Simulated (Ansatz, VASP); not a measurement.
# Two plane-wave programs on SiC

File POSCAR:

```
SiC
1.0
    0.0000000000      2.1790000000      2.1790000000
    2.1790000000      0.0000000000      2.1790000000
    2.1790000000      2.1790000000      0.0000000000
Si C
1 1
Direct
    0.0000000000      0.0000000000      0.0000000000
    0.7500000000      0.7500000000      0.7500000000
```

The input INCAR.step1:

```
  PREC = Accurate
  ENCUT = 600
  ISMEAR = -1
  SIGMA = 0.1
  LREAL = False
  LASPH = True
  NELM = 60
  GGA = PE
  ALGO = Normal
  EDIFF = 1E-4
  LWAVE = True
  LCHARG = False
```

File INCAR.step2:

```
  PREC = Accurate
  ENCUT = 600
  EDIFF = 1E-6
  ISMEAR = -1
  SIGMA = 0.1
  LREAL = False
  LASPH = True
  NELM = 60
  ALGO = Normal
  ISIF = 3
  LWAVE = False
  LCHARG = False
  METAGGA = R2SCAN
  LMIXTAU = True
  IBRION = 2
  NSW = 100
  EDIFFG = -0.002
  ISTART = 1
```

Contents of KPOINTS:

```
Automatic mesh
0
Gamma
  12 12 12
```

Input for Ansatz:

```yaml
crystal:
  lattice:
    - [0.0, 2.179, 2.179]
    - [2.179, 0.0, 2.179]
    - [2.179, 2.179, 0.0]
  atoms:
    - { symbol: Si, position: [0.0, 0.0, 0.0] }
    - { symbol: C, position: [0.75, 0.75, 0.75] }
kpoints:
  mp_grid: { grid: [12, 12, 12] }
scf:
  occupations: { method: fermi_dirac, width: 0.1 }
hamiltonian:
  xc: r2scan
  pseudopotentials: { kind: paw }
relax:
  f_tol: 0.002
  max_steps: 80
  cell: {}
output:
  forces: true
  stress: true
```

Alike in both runs: task relaxation of cell and atoms; functional r2SCAN; k mesh 12 × 12 × 12; occupations fermi-dirac, width 0.1 eV; no spin polarisation.

|  | VASP | Ansatz |
| --- | --- | --- |
| version | VASP 6.6.1 | Ansatz 0.2.0 |
| potentials or method | VASP PAW PBE potentials, release 64 (Si, C) | PAW with Ansatz's default frozen-core files, scalar-relativistic |
| plane-wave cutoff (eV) | 600 | 500 |
| valence electrons in the cell | 8 | 8 |

Ansatz gave:

| Item | Value |
| --- | --- |
| relaxed volume (Å³/atom) | 10.33 |
| relaxed cell length with the largest relative difference (Å) | 3.080 |

Problem. Which values does VASP return?

Solution. Relaxed volume (Å³/atom): 10.32; relaxed cell length with the largest relative difference (Å): 3.079.

Caveats: the PAW data sets were made with another functional, which shifts forces and pressure a little (VASP). A k mesh can miss the band edges.
